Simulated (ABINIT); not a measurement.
# AlN (F-43m): G0W0 on several meshes in ABINIT, part 2 of 2

How does the mesh move the gap of AlN (F-43m)?

ABINIT 10.8.3; LDA and many-body steps on it, plane waves. Known limits of the many-body steps: not at the basis limit.

So far. Step 4 (6×6×6): The gap on the mesh goes from 3.26 eV to 4.74 eV, a correction of +1.48 eV. Step 5 (Empty states on the mesh, 8×8×8 mesh, 116 bands): On this mesh the gap is 3.259 eV.

## (7) 8×8×8

This step: G0W0 on LDA, plane waves, norm-conserving pseudopotentials.

The input, run.abi:

```
acell 3*1.0 Angstrom
rprim 
  -0.000000000000 2.183993559600 2.183993559600
  2.183993559600 -0.000000000000 2.183993559600
  2.183993559600 2.183993559600 -0.000000000000
ntypat 2
znucl 13 7
natom 2
typat 1 2
xred 
  0.000000000000 0.000000000000 0.000000000000
  0.750000000000 0.750000000000 0.750000000000
pp_dirpath "pseudos"
pseudos "Al.upf, N.upf"
ecut 36
ngkpt 8 8 8
nshiftk 1
shiftk 0 0 0
kptopt 1
chksymbreak 0
istwfk *1
occopt 1
irdwfk 1
optdriver 4
nband 108
gwcalctyp 0
ecutsigx 36
symsigma 1
nkptgw 3
kptgw 
  0.0000000000 0.0000000000 0.0000000000
  0.5000000000 0.5000000000 0.0000000000
  0.5000000000 0.0000000000 0.0000000000
bdgw 
  2 8
  3 6
  3 6
ecuteps 7.48
irdscr 1
ppmodel 1
indata_prefix "in"
outdata_prefix "out"
tmpdata_prefix "tmp"
```

On the command line:

```
OMP_NUM_THREADS=1 mpirun -n 8 abinit run.abi > log
```

What it wrote:

```text
.Version 10.8.3 of ABINIT. v10.8.2 released Aug 2026.

 Symmetries : space group F-4 3 m (#216); Bravais cF (face-center cubic)
[... echo of the input left out ...]
== DATASET  1 ==================================================================
-   mpi_nproc: 8, omp_nthreads: 1 (-1 if OMP is not activated)

--- !DatasetInfo
iteration_state: {dtset: 1, }
dimensions: {natom: 2, nkpt: 29, mband: 108, nsppol: 1, nspinor: 1, nspden: 1, mpw: 1475, }
cutoff_energies: {ecut:  36.0, pawecutdg:  -1.0, }
electrons: {nelect:   8.00000000E+00, charge:   0.00000000E+00, occopt:   1.00000000E+00, tsmear:   1.00000000E-02, }

 SIGMA: Calculation of the GW corrections

 Based on a program developped by R.W. Godby, V. Olevano, G. Onida, and L. Reining.
 Incorporated in ABINIT by V. Olevano, G.-M. Rignanese, and M. Torrent.
.Using double precision arithmetic ; gwpc =  8

[... cell and pseudopotentials left out ...]
--------------------------------------------------------------------------------

 ==== K-mesh for the wavefunctions ====
 Number of points in the irreducible wedge :    29
[... list of points left out ...]
 Together with 24 symmetry operations and time-reversal symmetry
 yields   512 points in the full Brillouin Zone.

 ==== Q-mesh for screening function ====
 Number of points in the irreducible wedge :    29
[... list of points left out ...]
 Together with 24 symmetry operations and time-reversal symmetry
 yields   512 points in the full Brillouin Zone.

 vcoul_init : cutoff-mode = AUXILIARY_FUNCTION
 q-points for optical limit:   1
     1)      0.000010    0.000020    0.000030
 setmesh: FFT mesh size selected  =    32x   32x   32
          total number of points  =        32768

 Number of electrons calculated from density =    8.0000; Expected =    8.0000
[...]
number of plane-waves for wavefunctions          1459
 number of bands                                   108
 number of q-points in IBZ                          29
 number of frequencies                               2
 number of real frequencies                          1
 number of imag frequencies                          1

 matrix elements of self-energy operator (all in [eV])

 Perturbative Calculation

--- !SelfEnergy_ee
iteration_state: {dtset: 1, }
kpoint     : [   0.000,    0.000,    0.000, ]
spin       : 1
KS_gap     :    4.243
QP_gap     :    5.793
Delta_QP_KS:    1.550
data: !SigmaeeData |
     Band     E0 <VxcDFT>   SigX SigC(E0)      Z dSigC/dE  Sig(E)    E-E0       E
        2   5.508 -16.792 -20.929   2.930   0.784  -0.275 -17.739  -0.946   4.562
        3   5.508 -16.792 -20.929   2.930   0.784  -0.275 -17.739  -0.946   4.562
        4   5.508 -16.792 -20.929   2.930   0.784  -0.275 -17.739  -0.946   4.562
[...]
--- !SelfEnergy_ee
iteration_state: {dtset: 1, }
kpoint     : [   0.500,    0.500,    0.000, ]
spin       : 1
KS_gap     :    5.055
QP_gap     :    6.765
Delta_QP_KS:    1.710
data: !SigmaeeData |
     Band     E0 <VxcDFT>   SigX SigC(E0)      Z dSigC/dE  Sig(E)    E-E0       E
[...]
--- !SelfEnergy_ee
iteration_state: {dtset: 1, }
kpoint     : [   0.500,    0.000,    0.000, ]
spin       : 1
KS_gap     :    7.770
QP_gap     :    9.532
Delta_QP_KS:    1.762
data: !SigmaeeData |
     Band     E0 <VxcDFT>   SigX SigC(E0)      Z dSigC/dE  Sig(E)    E-E0       E
[...]
5  12.791 -11.276  -5.965  -4.407   0.823  -0.216 -10.532   0.744  13.535
        6  15.275 -13.397  -6.823  -5.256   0.774  -0.291 -12.376   1.021  16.296

== END DATASET(S) ==============================================================
================================================================================

 -outvars: echo values of variables after computation  --------
           etotal      0.0000000000E+00
            nband         108
             nkpt          29
          spgroup         216
 [... the other variables as echoed above ...]

 Calculation completed.
```

Run time: 11 s. Hardware: 8 MPI ranks of Arm Neoverse V2, shared host; peak memory 1.7 GiB.

This step gave:

| Property | Result |
| --- | --- |
| G0W0 gap on the points computed | 4.741 eV |
| starting gap on the mesh | 3.259 eV |
| k of the valence top | 0, 0, 0 |
| k of the conduction bottom | 0.5, 0.5, 0 |
| Z at the valence top | 0.784 |
| Z at the conduction bottom | 0.835 |
| least direct G0W0 gap on the computed points | 5.794 eV |

Against G0W0 in ABINIT (6×6×6 mesh, 108 bands, screening to 203.5 eV, Godby-Needs plasmon pole), the gap moves by +0.000 eV.

## (8) Empty states on the mesh, 10×10×10 mesh, 116 bands

This step: DFT, LDA, plane waves, norm-conserving pseudopotentials.

The input, run.abi:

```
acell 3*1.0 Angstrom
rprim 
  -0.000000000000 2.183993559600 2.183993559600
  2.183993559600 -0.000000000000 2.183993559600
  2.183993559600 2.183993559600 -0.000000000000
ntypat 2
znucl 13 7
natom 2
typat 1 2
xred 
  0.000000000000 0.000000000000 0.000000000000
  0.750000000000 0.750000000000 0.750000000000
pp_dirpath "pseudos"
pseudos "Al.upf, N.upf"
ecut 36
ngkpt 10 10 10
nshiftk 1
shiftk 0 0 0
kptopt 1
chksymbreak 0
irdden 1
istwfk *1
nband 116
prtvol 0
optdriver 6
gwr_task "HDIAGO"
paral_kgb 0
occopt 1
indata_prefix "in"
outdata_prefix "out"
tmpdata_prefix "tmp"
```

What it wrote:

```text
[banner, memory and clock lines left out]
.Version 10.8.3 of ABINIT. v10.8.2 released Aug 2026.

 Symmetries : space group F-4 3 m (#216); Bravais cF (face-center cubic)
[... echo of the input left out ...]
== DATASET  1 ==================================================================
-   mpi_nproc: 8, omp_nthreads: 1 (-1 if OMP is not activated)

--- !DatasetInfo
iteration_state: {dtset: 1, }
dimensions: {natom: 2, nkpt: 47, mband: 116, nsppol: 1, nspinor: 1, nspden: 1, mpw: 1467, }
cutoff_energies: {ecut:  36.0, pawecutdg:  -1.0, }
[...]
Integrated=    8.0000E+00

 === KS gaps after direct diagonalization ===
 Indirect band gap semiconductor
 Fundamental gap:     3.259 (eV)
   VBM:     5.508 (eV) at k: [ 0.0000E+00,  0.0000E+00,  0.0000E+00]
   CBM:     8.767 (eV) at k: [ 5.0000E-01,  5.0000E-01,  0.0000E+00]
 Direct gap:         4.243 (eV) at k: [ 0.0000E+00,  0.0000E+00,  0.0000E+00]

== END DATASET(S) ==============================================================

 -outvars: echo values of variables after computation  --------
           etotal      0.0000000000E+00
            nband         116
             nkpt          47
          spgroup         216
 [... the other variables as echoed above ...]

 Calculation completed.
```

Elapsed: 17 s, on 8 MPI ranks; peak memory 1.4 GiB; 2.3 min of CPU time.

This step gave:

* gap: 3.259 eV
* k of the valence top: 0, 0, 0
* k of the conduction bottom: 0.5, 0.5, 0
* least direct gap: 4.243 eV
* k points computed: 47
* lowest point of the top converged band, above the valence top: 147.1425 eV

On this mesh the gap is 3.259 eV.

## (9) Screening, 10×10×10 mesh, 108 bands, screening to 203.5 eV

This step: RPA screening on LDA, plane waves, norm-conserving pseudopotentials.

run.abi, as its differences from that of step 8:

```diff
@@ -20,10 +20,11 @@
 chksymbreak 0
-irdden 1
 istwfk *1
-nband 116
-prtvol 0
-optdriver 6
-gwr_task "HDIAGO"
-paral_kgb 0
 occopt 1
+irdwfk 1
+optdriver 3
+nband 108
+ecuteps 7.48
+inclvkb 2
+awtr 1
+symchi 1
 indata_prefix "in"
```

What it wrote:

```text
.Version 10.8.3 of ABINIT. v10.8.2 released Aug 2026.

 Symmetries : space group F-4 3 m (#216); Bravais cF (face-center cubic)
[... echo of the input left out ...]
== DATASET  1 ==================================================================
-   mpi_nproc: 8, omp_nthreads: 1 (-1 if OMP is not activated)

--- !DatasetInfo
iteration_state: {dtset: 1, }
dimensions: {natom: 2, nkpt: 47, mband: 108, nsppol: 1, nspinor: 1, nspden: 1, mpw: 1467, }
cutoff_energies: {ecut:  36.0, pawecutdg:  -1.0, }
[...]
--------------------------------------------------------------------------------
[... chi0 elements left out ...]
 For q-point:  0.000010 0.000020 0.000030
  dielectric constant =   4.3184
  dielectric constant without local fields =   4.7574

  Average fulfillment of the sum rule on Im[epsilon] for q-point    1 :     90.21  [%]
[... wings left out ...]
  q-point number  2        q = ( 0.100000, 0.000000, 0.000000) [r.l.u.]
--------------------------------------------------------------------------------
[... chi0 elements left out ...]
  Average fulfillment of the sum rule on Im[epsilon] for q-point    2 :     96.89  [%]

 [... 45 further q-points ...]
```

Wall time 4.5 min (8 MPI ranks); peak memory 2.8 GiB; 36 min of CPU time.

Numbers from this step:

```yaml
eps_infinity_with_local_fields_on_this_mesh_along_the_program_s_q_direction: 4.318
the_same_without_local_fields: 4.757
plasma_frequency: 23.01 eV
plane_waves_in_the_screening_matrix: 137
```

## (10) 10×10×10

This step: G0W0 on LDA, plane waves, norm-conserving pseudopotentials.

run.abi, as its differences from that of step 9:

```diff
@@ -23,8 +23,19 @@
 irdwfk 1
-optdriver 3
+optdriver 4
 nband 108
+gwcalctyp 0
+ecutsigx 36
+symsigma 1
+nkptgw 3
+kptgw 
+  0.0000000000 0.0000000000 0.0000000000
+  0.5000000000 0.5000000000 0.0000000000
+  0.5000000000 0.0000000000 0.0000000000
+bdgw 
+  2 8
+  3 6
+  3 6
 ecuteps 7.48
-inclvkb 2
-awtr 1
-symchi 1
+irdscr 1
+ppmodel 1
 indata_prefix "in"
```

What it wrote:

```text
.Version 10.8.3 of ABINIT. v10.8.2 released Aug 2026.

 Symmetries : space group F-4 3 m (#216); Bravais cF (face-center cubic)
[... echo of the input left out ...]
== DATASET  1 ==================================================================
-   mpi_nproc: 8, omp_nthreads: 1 (-1 if OMP is not activated)

--- !DatasetInfo
iteration_state: {dtset: 1, }
dimensions: {natom: 2, nkpt: 47, mband: 108, nsppol: 1, nspinor: 1, nspden: 1, mpw: 1467, }
cutoff_energies: {ecut:  36.0, pawecutdg:  -1.0, }
[...]
Band     E0 <VxcDFT>   SigX SigC(E0)      Z dSigC/dE  Sig(E)    E-E0       E
[...]
5  12.791 -11.276  -5.972  -4.402   0.823  -0.216 -10.534   0.742  13.533
        6  15.275 -13.397  -6.823  -5.261   0.789  -0.267 -12.361   1.037  16.311

== END DATASET(S) ==============================================================
================================================================================

 -outvars: echo values of variables after computation  --------
           etotal      0.0000000000E+00
            nband         108
             nkpt          47
          spgroup         216
 [... the other variables as echoed above ...]

 Calculation completed.
```

It took 17 s on 8 MPI ranks; peak memory 2.5 GiB.

This step gave:

```yaml
g0w0_gap_on_the_points_computed: 4.74 eV
starting_gap_on_the_mesh: 3.259 eV
k_of_the_valence_top: 0, 0, 0
k_of_the_conduction_bottom: 0.5, 0.5, 0
least_direct_g0w0_gap_on_the_computed_points: 5.790 eV
```

Against G0W0 in ABINIT (6×6×6 mesh, 108 bands, screening to 203.5 eV, Godby-Needs plasmon pole), the gap moves by −0.001 eV.

## (11) The runs together

Times are wall times on 8 MPI ranks of Arm Neoverse V2, shared host, good to a factor of about two. A run's time includes the screening step that it read.

| run | mesh | bands | screening cutoff (eV) | DFT gap (eV) | gap on the mesh (eV) | direct (eV) | ε∞ used | time |
| --- | --- | --- | --- | --- | --- | --- | --- | --- |
| 6×6×6 | 6×6×6 | 108 | 203.5 | 3.259 | 4.741 | 5.799 | 4.41 | 24 s |
| 8×8×8 | 8×8×8 | 108 | 203.5 | 3.259 | 4.741 | 5.794 | 4.33 | 89 s |
| 10×10×10 | 10×10×10 | 108 | 203.5 | 3.259 | 4.740 | 5.790 | 4.32 | 4.8 min |

## (12) What came out

```yaml
6x6x6: 4.741 eV
8x8x8: 4.741 eV
10x10x10: 4.740 eV
known_limits: not at the basis limit
```

**Reading.** 8×8×8: no change against 6×6×6. 10×10×10: no change against 6×6×6. Bands and cutoff are finite, so the gap is not at the basis limit. The miss can reach some tenths of an eV and take either sign; the mesh is an error of its own. In the G0W0 runs levels were corrected at 3 k points alone, so a gap called «on the mesh» is the least over those, and an edge elsewhere would be missed.

[Paths, hosts, dates, memory and timing lines, banners, echoed tables and standing remarks are left out of the program output.]

[Logs are printed without paths, hosts, clocks, repeated set-up lines and the standing remarks that a program may print on its own settings, such as how far it seeks lower states.]

[Runs of the session that timed out or met a known fault of the program may be left out.]

[Hosts, paths, dates, database ids (printed as entryN), source tags and the programs' standing remarks are cut or masked in the printed files.]

[G0W0 gaps are taken among the corrected bands and points alone; a level outside them can change the order at an edge.]

[Where Ansatz stands beside ABINIT at settings called matched, ABINIT's density can come from a denser mesh and the files from another edition; pairs whose starting gaps differed by over 0.03 eV were left out, so agreement reads better than it is.]
